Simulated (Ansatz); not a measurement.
# Li (Im-3m) in Ansatz: reference runs

How does Li come out in PBE? The cell is run as given and disturbed.

Program: Ansatz 0.2.0. These are calculated values, not measurements. Logs are shortened: lines on timing, memory, paths and dates and some standing lists are left out, and cuts for length are marked.

## 1. The crystal as given

Symmetry: Im-3m, No. 229, cubic system. Conventional cell: a = 3.509 Å, b = 3.509 Å, c = 3.509 Å, α = 90.00°, β = 90.00°, γ = 90.00°. Around Li (site symmetry m-3m) lie 8 Li at 3.04 Å.

## 2. Single point, PBE

File input.yaml:

```yaml
crystal:
  lattice:
    - [-1.75465, 1.75465, 1.75465]
    - [1.75465, -1.75465, 1.75465]
    - [1.75465, 1.75465, -1.75465]
  atoms:
    - { symbol: Li, position: [0.0, 0.0, 0.0] }
kpoints:
  mp_grid: { grid: [11, 11, 11] }
scf:
  occupations: { method: fermi_dirac, width: 0.05 }
hamiltonian:
  xc: pbe
  pseudopotentials: { kind: all_electron, lapw: { basis_error: 0.001 } }
output:
  forces: true
  stress: true
  eigenvalues: true
  populations: true
```

Potentials or basis: all-electron LAPW, scalar-relativistic.

Run with:

```console
$ ansatz run input.yaml --threads 1 --pin off --max-ram 2560MiB --backend cpu --events-out ev --progress --plain --runs-dir out
```

The log of the run:

```text
Warning: RAYON_NUM_THREADS=1 ignored (pool sized by the plan → 1); use --threads N
Li: projections on atomic orbitals take those of the free atom 1s2 2s1, of charge +0.00 (hamiltonian.pseudopotentials.projection_atoms)
LAPW: plane waves up to 4.189 Å⁻¹, error target 1.0e-3 eV per atom; small_component_spin mean_spin; Li in spheres of 1.520 Å, 3 of its electrons in bands, Dirac shells [] (how accurate: hamiltonian.pseudopotentials.lapw.basis_error, Limitations)
Engine: ansatz 0.2.0, aarch64-unknown-linux-gnu
Pseudopotentials: kind: all_electron
Pseudopotential: Li, LAPW, valence charge 3, lapw/all_electron/scalar/gaussian/Li, Koelling and Harmon's equation, gaussian nucleus
Functional definition: PBE
  parameter kappa = 0.804
  parameter beta = 0.06672455060314922
  exchange = pbe_x(kappa = kappa, mu = beta*pi^2/3)
  correlation = pbe_c(beta = beta)
Crystal: 1 atoms, lattice volume = 21.609 Å³
Basis set: ecut = 66.86769184050145 eV, 19 PW (Γ), exchange–correlation at level 2
Bands: 6, of which v1, the nominal top of the filled ones, is band 2 counted from 1 (1 counted from 0)
Symmetry: 48 space group operations
Space group: Im-3m (ITA 229), of the structure as read, at distance tolerance 2.8e-5 Å
k-points: 56 of 1331
Non-local potential: Li, projectors of the file, none
Initial density: superposition of atomic densities (chi_scale 0.1, normalization cell)
Initial wavefunctions: plane waves of lowest kinetic energy (no species holds an atomic orbital)
Functional: x = pbe(κ = 0.804, μ = 0.2195149727645171), c = pbe(β = 0.06672455060314922)
iter 1 solved again at ethr=1.80e-5 eV; its pass at ethr=1.00e-1 eV (dr2=5.39e-4 eV) is discarded
SCF iter   1: F=—  HF=-204.687663 eV  |F-HF|=—  |Δ(HF+E_count)|=         —  Δρ=1.65e-3  dr2=5.41e-4  ethr=1.80e-5  ⟨swp⟩=3.9  Hψ=2826  notcnv=0
preconditioner: auto → none  [metal: Δε(μ)=0.045 eV  Ē_g=10.250 eV  σ=0.050 eV  W_gap=0.21  n_scr=0 (ndim 8)  ℏωp=8.0 eV  f_vac=0.000  D(μ)=0.47/eV (n_scr^D=0)]
SCF iter   2: F=—  HF=-204.687044 eV  |F-HF|=—  |Δ(HF+E_count)|=   6.19e-4  Δρ=8.21e-4  dr2=1.35e-4  ethr=1.80e-5  ⟨swp⟩=2.0  Hψ=931  notcnv=0
iter 3 solved again at ethr=9.87e-9 eV; its pass at ethr=4.50e-6 eV (dr2=2.96e-7 eV) is discarded
SCF iter   3: F=—  HF=-204.686936 eV  |F-HF|=—  |Δ(HF+E_count)|=   1.08e-4  Δρ=3.84e-5  dr2=2.96e-7  ethr=9.87e-9  ⟨swp⟩=2.0  Hψ=1582  notcnv=0
SCF iter   4: F=-204.686936 eV  HF=-204.686936 eV  |F-HF|=1.12e-9  |Δ(HF+E_count)|=   1.02e-7  Δρ=1.45e-6  dr2=4.14e-10  ethr=9.86e-9  ⟨swp⟩=2.0  Hψ=931  notcnv=0
SCF 1 converged in 4 iterations: F = -204.686936 eV  dr2 = 4.14e-10
SCF converged after 4 iterations
Free energy (F): -204.686936 eV
Harris-Foulkes:  -204.686936 eV  (|F-HF|=1.12e-9)
Internal energy: -204.683245 eV  (E = F + TS)
E sigma→0 (E₀):  -204.685090 eV
Entropy (-TS):   -0.003692 eV (-3.692 meV/atom)
Fermi energy:    0.731992 eV
--- Per-component energies (eV) ---
  E_band       = -92.427349
  E_kinetic    = 202.777399
  E_xc         = -50.628048
  E_electrostatic = -356.832595  (all electrons and nuclei)
  E_smearing   = -0.003692  (= −TS)
  E_closure    = 0.000000  (closes the sum)
  E_atoms      = -202.784629  (free atoms, spherical and without spin; not in F)
  Σ components = -204.686936   (vs F -204.686936, Δ=0.00e0)
  Basis errors (estimates in eV, not in F): energy 3.9e-4 per atom: plane waves 3.9e-4 (2.0e-4 summed), levels above the bands 2.1e-112, relativity 8.0e-9, radial functions 4.2e-6, core shells 0.0e0; eigenvalues (radial functions only) 7.6e-4; not estimated: angular momenta, meshes, grids; target (lapw.basis_error) 1.0e-3; muffin-tin radii Li 1.520 Å
--- Forces (eV/Å), atoms counted from 1 ---
  atom   1  Li     0.00000000    -0.00000000     0.00000000
  max |Σ_I F_I| component: 4.01e-32 eV/Å
--- Stress (GPa, compression-positive) ---
       -0.810434      -0.000000       0.000000
       -0.000000      -0.810434      -0.000000
        0.000000      -0.000000      -0.810434
  P = ⅓ Tr σ = -0.8104 GPa (-8.104 kbar)
--- Band table (eV; the first three rows and the last of 56) ---
  k-point 0: bands = ["-45.9061", "-2.7704", "14.6706", "14.6706", "14.6706", "19.3171"]
  k-point 1: bands = ["-45.9050", "-2.6174", "13.6557", "13.9920", "14.4169", "17.6539"]
  k-point 2: bands = ["-45.9018", "-2.1580", "11.1160", "12.8061", "13.7617", "16.2688"]
  k-point 55: bands = ["-45.8813", "5.0605", "6.1091", "6.1091", "8.3138", "9.2918"]
--- Löwdin populations: 1 site ---
  site symbol       q [e]
     0     Li      2.9203
  spilling = 0.026582 (of n_electrons = 3.000000)
```

It took 0.6 s on 1 thread of Arm Neoverse V2, shared host; peak memory 0.17 GiB.

Results:

- Free energy: -204.6869 eV
- Pressure: -0.8 GPa
- Band gap on the k mesh: none (metal or under the smearing width)

## 3. Single point, PBE (cell strained at random at fixed volume)

File input.yaml:

```yaml
crystal:
  lattice:
    - [-1.733286, 1.766667, 1.7352]
    - [1.728388, -1.790938, 1.754573]
    - [1.743178, 1.80083, -1.759471]
  atoms:
    - { symbol: Li, position: [-0.011575, 0.00844, -0.02353] }
kpoints:
  mp_grid: { grid: [11, 11, 11] }
scf:
  occupations: { method: fermi_dirac, width: 0.05 }
hamiltonian:
  xc: pbe
  pseudopotentials: { kind: all_electron, lapw: { basis_error: 0.001 } }
output:
  forces: true
  stress: true
  eigenvalues: true
  populations: true
```

Potentials or basis: all-electron LAPW, scalar-relativistic.

Run with:

```console
$ ansatz run input.yaml --threads 1 --pin off --max-ram 2560MiB --backend cpu --events-out ev --progress --plain --runs-dir out
```

The log of the run:

```text
Warning: RAYON_NUM_THREADS=1 ignored (pool sized by the plan → 1); use --threads N
Li: projections on atomic orbitals take those of the free atom 1s2 2s1, of charge +0.00 (hamiltonian.pseudopotentials.projection_atoms)
LAPW: plane waves up to 4.226 Å⁻¹, error target 1.0e-3 eV per atom; small_component_spin mean_spin; Li in spheres of 1.511 Å, 3 of its electrons in bands, Dirac shells [] (how accurate: hamiltonian.pseudopotentials.lapw.basis_error, Limitations)
Engine: ansatz 0.2.0, aarch64-unknown-linux-gnu
Pseudopotentials: kind: all_electron
Pseudopotential: Li, LAPW, valence charge 3, lapw/all_electron/scalar/gaussian/Li, Koelling and Harmon's equation, gaussian nucleus
Functional definition: PBE
  parameter kappa = 0.804
  parameter beta = 0.06672455060314922
  exchange = pbe_x(kappa = kappa, mu = beta*pi^2/3)
  correlation = pbe_c(beta = beta)
Crystal: 1 atoms, lattice volume = 21.609 Å³
Basis set: ecut = 68.04829297926747 eV, 19 PW (Γ), exchange–correlation at level 2
Bands: 6, of which v1, the nominal top of the filled ones, is band 2 counted from 1 (1 counted from 0)
Symmetry: 2 space group operations
Space group: P-1 (ITA 2), of the structure as read, at distance tolerance 2.8e-5 Å
k-points: 666 of 1331
Non-local potential: Li, projectors of the file, none
Initial density: superposition of atomic densities (chi_scale 0.1, normalization cell)
Initial wavefunctions: plane waves of lowest kinetic energy (no species holds an atomic orbital)
Functional: x = pbe(κ = 0.804, μ = 0.2195149727645171), c = pbe(β = 0.06672455060314922)
iter 1 solved again at ethr=1.91e-5 eV; its pass at ethr=1.00e-1 eV (dr2=5.72e-4 eV) is discarded
SCF iter   1: F=—  HF=-204.687386 eV  |F-HF|=—  |Δ(HF+E_count)|=         —  Δρ=1.68e-3  dr2=5.71e-4  ethr=1.91e-5  ⟨swp⟩=3.9  Hψ=33368  notcnv=0
preconditioner: auto → none  [metal: Δε(μ)=0.004 eV  Ē_g=10.249 eV  σ=0.050 eV  W_gap=0.02  n_scr=0 (ndim 8)  ℏωp=8.0 eV  f_vac=0.000  D(μ)=0.44/eV (n_scr^D=0)]
SCF iter   2: F=—  HF=-204.686764 eV  |F-HF|=—  |Δ(HF+E_count)|=   6.22e-4  Δρ=8.40e-4  dr2=1.42e-4  ethr=1.90e-5  ⟨swp⟩=2.0  Hψ=11084  notcnv=0
iter 3 solved again at ethr=1.02e-8 eV; its pass at ethr=4.74e-6 eV (dr2=3.06e-7 eV) is discarded
SCF iter   3: F=—  HF=-204.686655 eV  |F-HF|=—  |Δ(HF+E_count)|=   1.09e-4  Δρ=3.88e-5  dr2=3.06e-7  ethr=1.02e-8  ⟨swp⟩=2.0  Hψ=18838  notcnv=0
SCF iter   4: F=-204.686655 eV  HF=-204.686655 eV  |F-HF|=1.14e-9  |Δ(HF+E_count)|=   8.85e-8  Δρ=1.46e-6  dr2=4.23e-10  ethr=1.02e-8  ⟨swp⟩=2.0  Hψ=11084  notcnv=0
SCF 1 converged in 4 iterations: F = -204.686655 eV  dr2 = 4.23e-10
SCF converged after 4 iterations
Free energy (F): -204.686655 eV
Harris-Foulkes:  -204.686655 eV  (|F-HF|=1.14e-9)
Internal energy: -204.683155 eV  (E = F + TS)
E sigma→0 (E₀):  -204.684905 eV
Entropy (-TS):   -0.003501 eV (-3.501 meV/atom)
Fermi energy:    0.741945 eV
--- Per-component energies (eV) ---
  E_band       = -92.428639
  E_kinetic    = 202.776336
  E_xc         = -50.627930
  E_electrostatic = -356.831560  (all electrons and nuclei)
  E_smearing   = -0.003501  (= −TS)
  E_closure    = 0.000000  (closes the sum)
  E_atoms      = -202.784629  (free atoms, spherical and without spin; not in F)
  Σ components = -204.686655   (vs F -204.686655, Δ=0.00e0)
  Basis errors (estimates in eV, not in F): energy 4.0e-4 per atom: plane waves 3.9e-4 (2.0e-4 summed), levels above the bands 1.9e-112, relativity 9.8e-9, radial functions 4.0e-6, core shells 0.0e0; eigenvalues (radial functions only) 6.6e-4; not estimated: angular momenta, meshes, grids; target (lapw.basis_error) 1.0e-3; muffin-tin radii Li 1.511 Å
--- Forces (eV/Å), atoms counted from 1 ---
  atom   1  Li     0.00000000     0.00000000     0.00000000
  max |Σ_I F_I| component: 0.00e0 eV/Å
--- Stress (GPa, compression-positive) ---
       -0.773028      -0.068469       0.023738
       -0.068469      -0.878890       0.188123
        0.023738       0.188123      -0.787432
  P = ⅓ Tr σ = -0.8131 GPa (-8.131 kbar)
--- Band table (eV; the first three rows and the last of 666) ---
  k-point 0: bands = ["-45.9067", "-2.7704", "14.4936", "14.7262", "14.7687", "19.0053"]
  k-point 1: bands = ["-45.9055", "-2.6190", "13.5239", "14.0081", "14.4727", "17.6362"]
  k-point 2: bands = ["-45.9024", "-2.1646", "10.9676", "12.8591", "13.8374", "16.3733"]
  k-point 665: bands = ["-45.8932", "-0.0221", "6.0559", "9.4509", "10.2033", "17.7340"]
--- Löwdin populations: 1 site ---
  site symbol       q [e]
     0     Li      2.9196
  spilling = 0.026808 (of n_electrons = 3.000000)
```

Wall time 5.8 s (1 thread of Arm Neoverse V2, shared host); peak memory 0.25 GiB.

What came out:

- Free energy: -204.6867 eV
- Pressure: -0.8 GPa
- Band gap on the k mesh: none (metal or under the smearing width)

Levels at points of the mesh, in eV from the Fermi level:
```
           k point  band 1  band 2  band 3  band 4  band 5  band 6
(0.00, 0.00, 0.00)  -46.65   -3.51   13.75   13.98   14.03   18.26
```
